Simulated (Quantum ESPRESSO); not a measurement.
# CoO (Pm-3m) in Quantum ESPRESSO: further runs

One crystal, CoO, is run at these levels: LDA; tasks: phonons.

Everything below comes from runs of Quantum ESPRESSO 7.5. Logs are shortened: lines on timing, memory, paths and dates and some standing lists are left out, and cuts for length are marked.

## (1) The structure

The structure is cubic, space group Pm-3m (No. 221). The conventional cell has a = 2.571 Å, b = 2.571 Å, c = 2.571 Å, α = 90.00°, β = 90.00°, γ = 90.00°. Around Co (site symmetry m-3m) lie 8 O at 2.23 Å. O (site symmetry m-3m) is surrounded by 8 Co at 2.23 Å.

Measurements of this composition are mostly on another form, of space group No. 225.

## (2) Phonons, LDA, collinear spin, ferromagnetic start, target pressure 8 GPa, at which the enthalpy is minimised

Contents of pw.in:

```
&CONTROL
  calculation = 'scf'
  prefix = 'pwscf'
  outdir = './tmp'
  pseudo_dir = './pseudo'
  tprnfor = .true.
  tstress = .true.
  disk_io = 'low'
/
&SYSTEM
  ibrav = 0
  A = 2.57052631
  nat = 2
  ntyp = 2
  ecutwfc = 96
  nbnd = 21
  occupations = 'smearing'
  smearing = 'fd'
  degauss = 0.00367493
  nspin = 2
  starting_magnetization(1) = 0.1176
  starting_magnetization(2) = 0
/
&ELECTRONS
  conv_thr = 4d-10
  electron_maxstep = 120
  mixing_beta = 0.3
/
ATOMIC_SPECIES
Co    58.9332 Co.upf
O     15.9990 O.upf
CELL_PARAMETERS alat
   1.0000000000    0.0000000000    0.0000000000
   0.0000000000    1.0000000000    0.0000000000
   0.0000000000    0.0000000000    1.0000000000
ATOMIC_POSITIONS alat
Co     0.0000000000    0.0000000000    0.0000000000
O      0.5000000000    0.5000000000    0.5000000000
K_POINTS automatic
6 6 6 1 1 1
```

Contents of relax.in:

```
&CONTROL
  calculation = 'vc-relax'
  prefix = 'pwscf'
  outdir = './tmp'
  pseudo_dir = './pseudo'
  tprnfor = .true.
  tstress = .true.
  disk_io = 'low'
  nstep = 40
  forc_conv_thr = 0.0001
  etot_conv_thr = 1d-06
/
&SYSTEM
  ibrav = 0
  A = 2.57052631
  nat = 2
  ntyp = 2
  ecutwfc = 96
  nbnd = 21
  occupations = 'smearing'
  smearing = 'fd'
  degauss = 0.00367493
  nspin = 2
  starting_magnetization(1) = 0.1176
  starting_magnetization(2) = 0
/
&ELECTRONS
  conv_thr = 4d-10
  electron_maxstep = 120
  mixing_beta = 0.3
/
&IONS
  ion_dynamics = 'bfgs'
/
&CELL
  cell_dynamics = 'bfgs'
  press = 80
  press_conv_thr = 0.2
/
ATOMIC_SPECIES
Co    58.9332 Co.upf
O     15.9990 O.upf
CELL_PARAMETERS alat
   1.0000000000    0.0000000000    0.0000000000
   0.0000000000    1.0000000000    0.0000000000
   0.0000000000    0.0000000000    1.0000000000
ATOMIC_POSITIONS alat
Co     0.0000000000    0.0000000000    0.0000000000
O      0.5000000000    0.5000000000    0.5000000000
K_POINTS automatic
6 6 6 1 1 1
```

Contents of scf2.in:

```
&CONTROL
  calculation = 'scf'
  prefix = 'pwscf'
  outdir = './tmp'
  pseudo_dir = './pseudo'
  tprnfor = .true.
  tstress = .true.
  disk_io = 'low'
/
&SYSTEM
  ibrav = 0
  A = 2.51222256
  nat = 2
  ntyp = 2
  ecutwfc = 96
  nbnd = 21
  occupations = 'smearing'
  smearing = 'fd'
  degauss = 0.00367493
  nspin = 2
  starting_magnetization(1) = 0.1176
  starting_magnetization(2) = 0
/
&ELECTRONS
  conv_thr = 1d-13
  electron_maxstep = 120
  mixing_beta = 0.3
  startingpot = 'file'
  startingwfc = 'file'
/
ATOMIC_SPECIES
Co    58.9332 Co.upf
O     15.9990 O.upf
CELL_PARAMETERS alat
   1.0000000003    0.0000000000    0.0000000000
   0.0000000000    1.0000000003    0.0000000000
   0.0000000000    0.0000000000    1.0000000003
ATOMIC_POSITIONS alat
Co     0.0000000000    0.0000000000    0.0000000000
O      0.5000000001    0.5000000001    0.5000000001
K_POINTS automatic
6 6 6 1 1 1
```

Contents of ph.in:

```
phonons of CoO
&INPUTPH
  prefix = 'pwscf'
  outdir = './tmp'
  tr2_ph = 1d-18
  fildyn = 'dyn'
  niter_ph = 90
  alpha_mix(1) = 0.4
/
0.0000000000 0.0000000000 0.0000000000
```

Contents of dynmat.in:

```
&INPUT
  fildyn = 'dyn'
  asr = 'crystal'
  filout = 'dynmat.disp'
  fileig = 'dynmat.eig'
/
```

Potentials or basis: PseudoDojo 0.4.1 SR LDA standard.

The run is started by

```bash
$ OMP_NUM_THREADS=1 pw.x -in pw.in > pw.out
$ OMP_NUM_THREADS=1 pw.x -in relax.in > relax.out
$ OMP_NUM_THREADS=1 pw.x -in scf2.in > scf2.out
$ OMP_NUM_THREADS=1 ph.x -in ph.in > ph.out
$ OMP_NUM_THREADS=1 dynmat.x -in dynmat.in > dynmat.out
```

pw.out:

```text
This program is part of the open-source Quantum ESPRESSO suite
     for quantum simulation of materials; please cite
[... 9 lines left out ...]
     --------------------
     sticks:   dense  smooth     PW     G-vecs:    dense   smooth      PW
     Sum         725     725    221                14531    14531    2373

     Using Slab Decomposition

     bravais-lattice index     =            0
     lattice parameter (alat)  =       4.8576  a.u.
     unit-cell volume          =     114.6206 (a.u.)^3
     number of atoms/cell      =            2
     number of atomic types    =            2
     number of electrons       =        23.00
     number of Kohn-Sham states=           21
     kinetic-energy cutoff     =      96.0000  Ry
     charge density cutoff     =     384.0000  Ry
     scf convergence threshold =      4.0E-10
     mixing beta               =       0.3000
     number of iterations used =            8  plain     mixing
     Exchange-correlation= SLA  PW   NOGX NOGC
                           (   1   4   0   0   0   0   0)

     celldm(1)=   4.857591  celldm(2)=   0.000000  celldm(3)=   0.000000
     celldm(4)=   0.000000  celldm(5)=   0.000000  celldm(6)=   0.000000

     crystal axes: (cart. coord. in units of alat)
               a(1) = (   1.000000   0.000000   0.000000 )
               a(2) = (   0.000000   1.000000   0.000000 )
               a(3) = (   0.000000   0.000000   1.000000 )

     reciprocal axes: (cart. coord. in units 2 pi/alat)
               b(1) = (  1.000000  0.000000  0.000000 )
               b(2) = (  0.000000  1.000000  0.000000 )
               b(3) = (  0.000000  0.000000  1.000000 )

     PseudoPot. # 1 for Co read from file:
     Co.upf
     Pseudo is Norm-conserving + core correction, Zval = 17.0
     Generated using ONCVPSP code by D. R. Hamann
     Using radial grid of 1372 points,  6 beta functions with:
                l(1) =   0
                l(2) =   0
                l(3) =   1
                l(4) =   1
                l(5) =   2
                l(6) =   2

     PseudoPot. # 2 for O  read from file:
     O.upf
     Pseudo is Norm-conserving + core correction, Zval =  6.0
     Generated using ONCVPSP code by D. R. Hamann
     Using radial grid of  926 points,  5 beta functions with:
                l(1) =   0
                l(2) =   0
                l(3) =   1
                l(4) =   1
                l(5) =   2

     atomic species   valence    mass     pseudopotential
     Co               17.00    58.93320     Co( 1.00)
     O                 6.00    15.99900     O ( 1.00)

     Starting magnetic structure
     atomic species   magnetization
     Co              0.118
     O               0.000

     48 Sym. Ops., with inversion, found

   Cartesian axes

     site n.     atom                  positions (alat units)
         1        Co     tau(   1) = (   0.0000000   0.0000000   0.0000000  )
         2        O      tau(   2) = (   0.5000000   0.5000000   0.5000000  )

     number of k points=    10  Fermi-Dirac smearing, width (Ry)=  0.0037
                       cart. coord. in units 2pi/alat
        k(    1) = (   0.0833333   0.0833333   0.0833333), wk =   0.0370370
        k(    2) = (   0.0833333   0.0833333   0.2500000), wk =   0.1111111
        k(    3) = (   0.0833333   0.0833333   0.4166667), wk =   0.1111111
        k(    4) = (   0.0833333   0.2500000   0.2500000), wk =   0.1111111
        k(    5) = (   0.0833333   0.2500000   0.4166667), wk =   0.2222222
        k(    6) = (   0.0833333   0.4166667   0.4166667), wk =   0.1111111
        k(    7) = (   0.2500000   0.2500000   0.2500000), wk =   0.0370370
        k(    8) = (   0.2500000   0.2500000   0.4166667), wk =   0.1111111
        k(    9) = (   0.2500000   0.4166667   0.4166667), wk =   0.1111111
        k(   10) = (   0.4166667   0.4166667   0.4166667), wk =   0.0370370

     Dense  grid:    14531 G-vectors     FFT dimensions: (  32,  32,  32)

     Generating pointlists ...
     new r_m :   0.3572 (alat units)  1.7353 (a.u.) for type    1
     new r_m :   0.3572 (alat units)  1.7353 (a.u.) for type    2

     Initial potential from superposition of free atoms

     starting charge      22.9998, renormalised to      23.0000
     Starting wfcs are   14 randomized atomic wfcs +    7 random wfcs

     Self-consistent Calculation

     iteration #  1     ecut=    96.00 Ry     beta= 0.30
     Davidson diagonalization with overlap
     ethr =  1.00E-02,  avg # of iterations =  5.1

     Threshold (ethr) on eigenvalues was too large:
     Diagonalizing with lowered threshold

     Davidson diagonalization with overlap
     ethr =  6.53E-04,  avg # of iterations =  1.0

     total energy              =    -338.50979947 Ry
     estimated scf accuracy    <       0.15029854 Ry

     total magnetization       =     2.60 Bohr mag/cell
     absolute magnetization    =     2.60 Bohr mag/cell

     iteration #  2     ecut=    96.00 Ry     beta= 0.30
     Davidson diagonalization with overlap
     ethr =  6.53E-04,  avg # of iterations =  1.1
[... 124 lines left out ...]
     total magnetization       =     3.00 Bohr mag/cell
     absolute magnetization    =     3.01 Bohr mag/cell

     iteration # 15     ecut=    96.00 Ry     beta= 0.30
     Davidson diagonalization with overlap
     ethr =  2.58E-11,  avg # of iterations =  1.0

     Magnetic moment per site  (integrated on atomic sphere of radius R)
     atom   1 (R=0.357)  charge= 14.8703  magn=  2.4372
     atom   2 (R=0.357)  charge=  5.9030  magn=  0.5072

     End of self-consistent calculation

 ------ SPIN UP ------------

          k = 0.0833 0.0833 0.0833 (  1830 PWs)   bands (ev):

   -79.8478 -43.5458 -43.5450 -43.5450  -4.2910  11.3484  11.3484  11.7352
    12.9195  12.9195  14.0921  14.0921  14.1899  18.4471  31.2039  31.2039
    35.3675  37.3581  37.3581  44.6417  44.6417

          k = 0.0833 0.0833 0.2500 (  1823 PWs)   bands (ev):

   -79.8425 -43.5995 -43.5408 -43.5403  -3.7467   9.2311  11.3348  11.6939
    12.2424  13.4919  13.7771  14.6936  15.0967  20.2795  28.7145  31.5069
    34.6721  35.4833  40.6827  42.2456  43.6473
[... 43 lines left out ...]
          k = 0.4167 0.4167 0.4167 (  1826 PWs)   bands (ev):

   -79.8162 -43.6299 -43.6292 -43.6292  -1.4813   8.5719   8.5719   8.9054
    14.3507  14.3507  15.0123  15.7698  15.7698  22.7185  23.7394  23.7394
    33.0274  37.9499  37.9499  37.9840  52.6258

 ------ SPIN DOWN ----------

          k = 0.0833 0.0833 0.0833 (  1830 PWs)   bands (ev):

   -77.4640 -41.0497 -41.0486 -41.0486  -3.5384  12.7224  12.7465  12.7465
    14.4625  14.4625  16.4983  16.4983  16.5974  19.2692  31.9606  31.9606
    36.0530  37.9876  37.9876  45.1285  45.1285

          k = 0.0833 0.0833 0.2500 (  1823 PWs)   bands (ev):

   -77.4583 -41.1088 -41.0441 -41.0434  -2.9671  10.0627  12.7176  12.9304
    14.1243  15.4644  16.2776  16.8916  17.2081  21.1294  29.5634  32.1684
    35.2902  35.9453  41.1723  42.8813  44.2393
[... 43 lines left out ...]
          k = 0.4167 0.4167 0.4167 (  1826 PWs)   bands (ev):

   -77.4301 -41.1417 -41.1408 -41.1408  -0.5739   9.6773   9.6773   9.9564
    16.6000  16.6000  17.1469  17.9655  17.9655  23.3319  24.2872  24.2872
    33.8753  38.7705  38.7705  38.8301  53.2223

     the Fermi energy is    16.0251 ev

!    total energy              =    -338.54577860 Ry
     estimated scf accuracy    <          1.6E-10 Ry
     smearing contrib. (-TS)   =      -0.00091477 Ry
     internal energy E=F+TS    =    -338.54486384 Ry

     The total energy is F=E-TS. E is the sum of the following terms:
     one-electron contribution =    -135.16953094 Ry
     hartree contribution      =      83.95991520 Ry
     xc contribution           =     -63.82596524 Ry
     ewald contribution        =    -223.50928286 Ry

     total magnetization       =     3.00 Bohr mag/cell
     absolute magnetization    =     3.01 Bohr mag/cell

     convergence has been achieved in  15 iterations

     Forces acting on atoms (cartesian axes, Ry/au):

     atom    1 type  1   force =     0.00000000    0.00000000    0.00000000
     atom    2 type  2   force =     0.00000000    0.00000000    0.00000000

     Total force =     0.000000     Total SCF correction =     0.000000

     Computing stress (Cartesian axis) and pressure

          total   stress  (Ry/bohr**3)                   (kbar)     P=      -90.60
  -0.00061587   0.00000000   0.00000000          -90.60        0.00        0.00
   0.00000000  -0.00061587   0.00000000            0.00      -90.60        0.00
   0.00000000   0.00000000  -0.00061587            0.00        0.00      -90.60

=------------------------------------------------------------------------------=
   JOB DONE.
=------------------------------------------------------------------------------=
```

relax.out:

```text
This program is part of the open-source Quantum ESPRESSO suite
     for quantum simulation of materials; please cite
[... 9 lines left out ...]
     --------------------
     sticks:   dense  smooth     PW     G-vecs:    dense   smooth      PW
     Sum         725     725    221                14531    14531    2373
[... 460 lines left out ...]
   0.00054228   0.00000000   0.00000000           79.77        0.00        0.00
   0.00000000   0.00054228   0.00000000            0.00       79.77        0.00
   0.00000000   0.00000000   0.00054228            0.00        0.00       79.77

=------------------------------------------------------------------------------=
   JOB DONE.
=------------------------------------------------------------------------------=
```

scf2.out:

```text
This program is part of the open-source Quantum ESPRESSO suite
     for quantum simulation of materials; please cite
[... 9 lines left out ...]
     --------------------
     sticks:   dense  smooth     PW     G-vecs:    dense   smooth      PW
     Sum         681     681    213                13613    13613    2301
[... 284 lines left out ...]
   0.00054229   0.00000000   0.00000000           79.77        0.00        0.00
   0.00000000   0.00054229   0.00000000            0.00       79.77        0.00
   0.00000000   0.00000000   0.00054229            0.00        0.00       79.77

=------------------------------------------------------------------------------=
   JOB DONE.
=------------------------------------------------------------------------------=
```

It took 3.4 min on 1 thread of AMD EPYC 7R43 (Zen 3), shared host; peak memory 0.06 GiB.

What came out:

| Property | Result |
| --- | --- |
| Free energy | -4606.1566 eV |
| Relaxed volume | 7.93 Å³/atom |
| Relaxed cell | a = 2.512 Å, b = 2.512 Å, c = 2.512 Å, α = 90.00°, β = 90.00°, γ = 90.00° |
| Space group after relaxing (to 0.05 Å) | Pm-3m (No. 221) |
| Pressure after relaxing | 8.0 GPa |
| Band gap on the k mesh | none (metal or under the smearing width) |
| Net moment | 2.94 μB per cell |
| Absolute moment | 2.96 μB per cell |
| Site moments | Co +2.38; O +0.50 μB |
| Valence electrons inside the program's atomic spheres | Co 14.87; O 5.90 |
| Highest phonon frequency at Γ | 85 cm⁻¹ |

Step by step:
| step | energy change (eV) | largest force (eV/Å) | pressure (GPa) | volume (Å³) |
| --- | --- | --- | --- | --- |
| 1 | 0.0000 | 0.0000 | -9.06 | 16.99 |
| 2 | 0.0133 | 0.0000 | 13.07 | 15.55 |
| 3 | -0.0070 | 0.0000 | 7.98 | 15.86 |
| 4 | -0.0069 | 0.0000 | 8.01 | 15.86 |

Final structure:
```xyz
2
Lattice="2.5122 0.0000 0.0000 0.0000 2.5122 0.0000 0.0000 0.0000 2.5122" Properties=species:S:1:pos:R:3 pbc="T T T"
Co    0.0000    0.0000    0.0000
O     1.2561    1.2561    1.2561
```

Phonon frequencies in cm⁻¹ (negative: imaginary):
```
              q point     frequencies
(0.000, 0.000, 0.000)  2 2 2 85 85 85
```

Optical modes at Γ, degenerate ones joined:
```tsv
cm⁻¹	components	symmetry	active in
85	3	T1u	IR
```

Caveat: the k mesh is coarse (spacing up to 0.41 Å⁻¹), so the values aren't converged; the mesh is thin for the phonons of a metal; the cell is more than 3 GPa from zero pressure, which shifts response properties; a cell with one magnetic atom can't hold antiferromagnetic order, which such compounds often take; semilocal functionals often make such compounds metallic where correlation or magnetic order opens a gap, which also shifts bond lengths. With open d or f shells a metallic result of LDA can be an artefact of self-interaction; +U or a hybrid may open a gap.

[end of part 1 of 2]
